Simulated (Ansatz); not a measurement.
Field gradients against strain in ZnSe

```xyz
2
Lattice="0.0000 2.8338 2.8338 2.8338 0.0000 2.8338 2.8338 2.8338 0.0000" Properties=species:S:1:pos:R:3 pbc="T T T"
Zn    0.0000    0.0000    0.0000
Se    4.2507    4.2507    4.2507
```

Atoms are numbered in the order listed.

The cell comes from COD entry 9008857, which wasn't checked; take it as a given geometry.

Level of theory: Ansatz 0.2.0, DFT, LDA, all-electron PAW with datasets made for the crystal, scalar-relativistic.

Numerical set-up: a Γ-centred 8×8×8 k mesh, Fermi–Dirac smearing of 0.03 eV, cutoff 220 eV (chosen by the program for this cell), no spin polarisation.

The strain is applied along the Cartesian axes of the cell as listed (the other components stay zero). Fractional coordinates are held (clamped ions).

The columns are Cartesian components of the electric field gradient at the nuclei, in 10²¹ V/m².

Only quantities that a quadratic follows smoothly over the whole series are listed; rougher ones are left out.

```
εxx = εyy  Vzz at Zn1  Vzz at Se2
  -0.0300       -0.52        1.40
  -0.0200       -0.34        0.91
   0.0000        0.00        0.00
   0.0100        0.16       -0.43
   0.0200        0.32       -0.84
   0.0300        0.47       -1.23
```

Q: Fit the series and give the gradient–strain slopes.

A: Least-squares fits y = p0 + p1 x + p2 x² to the rows give Vzz at Zn1: p1 = 16.5, p2 = -27; Vzz at Se2: p1 = -43.8, p2 = 95. The slopes p1 are in 10²¹ V/m² per unit strain, for clamped ions.

Q: One run, at εxx = εyy = -0.0100, is withheld. Predict its row.

A: The fits give -0.17, 0.45; the run gave -0.17, 0.45.
